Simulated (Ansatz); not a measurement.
# Sb: the cost of one run

Program: Ansatz 0.2.0. Level of theory: DFT PBE, scalar-relativistic, plane waves, PAW. These are calculated values, not measurements.

## (1) The starting structure

Symmetry: Cmme, No. 67, orthorhombic system. Conventional cell: a = 4.783 Å, b = 5.481 Å, c = 4.559 Å, α = 90.00°, β = 90.00°, γ = 90.00°. Around Sb (site symmetry mm2) lie 4 Sb at 2.57 to 2.89 Å.

As a file:

```
Sb
1.0
     2.39159   -2.74040    0.00000
     2.39159    2.74040    0.00000
     0.00000    0.00000    4.55946
Sb
2
Direct
  0.75000 0.25000 0.89799
  0.25000 0.75000 0.10201
```

Recipe of the guess: random cell by space group and Wyckoff sites (Cmme, No. 67). Lengths come from tabulated atomic sizes and are only a guess.

## (2) The guess as it stands, on a coarse mesh

Contents of input.yaml:

```yaml
crystal:
  lattice:
    - [2.39159023, -2.74039822, 0.0]
    - [2.39159023, 2.74039822, 0.0]
    - [0.0, 0.0, 4.5594594]
  atoms:
    - { symbol: Sb, position: [0.75, 0.25, 0.89798571] }
    - { symbol: Sb, position: [0.25, 0.75, 0.10201429] }
basis:
  ecutwfc: 420
kpoints:
  mp_grid: { grid: [6, 6, 4] }
hamiltonian:
  xc: pbe
scf:
  occupations: { method: gaussian, width: 0.1 }
  lower_state_search: "off"
output:
  forces: true
  stress: true
  eigenvalues: true
```

Run with:

```
$ ansatz run input.yaml --threads 1 --pin off --max-ram 2560MiB --backend cpu --events-out ev --progress --plain --runs-dir out
```

**Question.** How long does this run take on 1 thread of Arm Neoverse V2, shared host, and how much memory does it need?

About 2.2 s, with a peak of 0.32 GiB.
